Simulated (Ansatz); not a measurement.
**Li at several levels of theory**

One geometry, relaxed with PBE, and single points on it; plane waves with PAW potentials in Ansatz, scalar-relativistic unless the row names spin-orbit coupling. No spin polarisation. Meshes are on the primitive cell of 1 atom. Gaps are the least over mesh and band path; pressure is positive in compression. Smearing is Gaussian, 0.10 eV.

```
Li
1.0
     0.00000    2.15985    2.15985
     2.15985    0.00000    2.15985
     2.15985    2.15985    0.00000
Li
1
Direct
  0.00000 0.00000 0.00000
```

| level | cutoff (eV) | k mesh | gap (eV) | pressure (GPa) | rough cost with bands (core-min) |
| --- | --- | --- | --- | --- | --- |
| PBE | 420 | 16×16×16 | 0 | 0.0 | 0.7 |

Task: What do r2SCAN, PBEsol give on the same cell?

Result:
```tsv
level	cutoff (eV)	k mesh	gap (eV)	pressure (GPa)	rough cost with bands (core-min)
r2SCAN	500	16×16×16	0	0.5	1.1
PBEsol	420	16×16×16	0	0.0	0.7
```

This fcc form isn't the element's structure at ambient conditions.